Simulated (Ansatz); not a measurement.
Starting cell, ZrO$_{2}$ (baddeleyite type, space group P2_1/c):

```yaml
crystal:
  lattice:
    - [5.18987, 0.00000, 0.00000]
    - [0.00000, 5.24188, 0.00000]
    - [-0.90466, 0.00000, 5.30184]
  atoms:
    - { symbol: Zr, position: [0.27576, 0.04379, 0.21002] }
    - { symbol: Zr, position: [0.72424, 0.54379, 0.28998] }
    - { symbol: Zr, position: [0.72424, 0.95621, 0.78998] }
    - { symbol: Zr, position: [0.27576, 0.45621, 0.71002] }
    - { symbol: O, position: [0.06497, 0.32630, 0.35005] }
    - { symbol: O, position: [0.93503, 0.82630, 0.14995] }
    - { symbol: O, position: [0.93503, 0.67370, 0.64995] }
    - { symbol: O, position: [0.06497, 0.17370, 0.85005] }
    - { symbol: O, position: [0.45100, 0.75674, 0.47552] }
    - { symbol: O, position: [0.54900, 0.25674, 0.02448] }
    - { symbol: O, position: [0.54900, 0.24326, 0.52448] }
    - { symbol: O, position: [0.45100, 0.74326, 0.97552] }
```

The atoms are displaced by Q × the pattern below (from a DFPT mode at Γ, largest move 1; Q in Å), at fixed cell.

```json
[
 {"atom": "Zr1", "x": "-0.714", "y": "0.192", "z": "0.674"},
 {"atom": "Zr2", "x": "0.714", "y": "0.192", "z": "-0.674"},
 {"atom": "Zr3", "x": "-0.714", "y": "0.192", "z": "0.674"},
 {"atom": "Zr4", "x": "0.714", "y": "0.192", "z": "-0.674"},
 {"atom": "O5", "x": "-0.312", "y": "-0.332", "z": "-0.057"},
 {"atom": "O6", "x": "0.312", "y": "-0.332", "z": "0.057"},
 {"atom": "O7", "x": "-0.312", "y": "-0.332", "z": "-0.057"},
 {"atom": "O8", "x": "0.312", "y": "-0.332", "z": "0.057"},
 {"atom": "O9", "x": "-0.338", "y": "-0.761", "z": "-0.144"},
 {"atom": "O10", "x": "0.338", "y": "-0.761", "z": "0.144"},
 {"atom": "O11", "x": "-0.338", "y": "-0.761", "z": "-0.144"},
 {"atom": "O12", "x": "0.338", "y": "-0.761", "z": "0.144"}
]
```

All values below come from PBE (plane waves to 420 eV, PAW, scalar-relativistic; Ansatz, an electronic-structure program). k mesh 5×5×5 (Γ-centred), Fermi-Dirac smearing 0.05 eV. ZrO2 is run without spin polarisation. ZrO2 was relaxed with its symmetry unable to fall.

At one point of the scan the forces (eV/Å) are:

```csv
atom,Fx,Fy,Fz
Zr1,-1.151,0.242,1.023
Zr2,1.151,0.242,-1.023
Zr3,-1.213,0.445,1.221
Zr4,1.213,0.445,-1.221
O5,-0.145,-0.032,0.086
O6,0.145,-0.032,-0.086
O7,-0.002,-0.189,-0.133
O8,0.002,-0.189,0.133
O9,-0.115,-0.165,-0.116
O10,0.115,-0.165,0.116
O11,-0.107,-0.301,0.059
O12,0.107,-0.301,-0.059
```

Task: Which point is it?
A) Q = -0.093 Å
B) Q = -0.187 Å
C) Q = -0.047 Å
D) Q = -0.233 Å

Result: A, Q = -0.093 Å

(For displaced atoms, the force is minus the slope of the energy, and its curvature is a force constant, which sets phonon frequencies.)
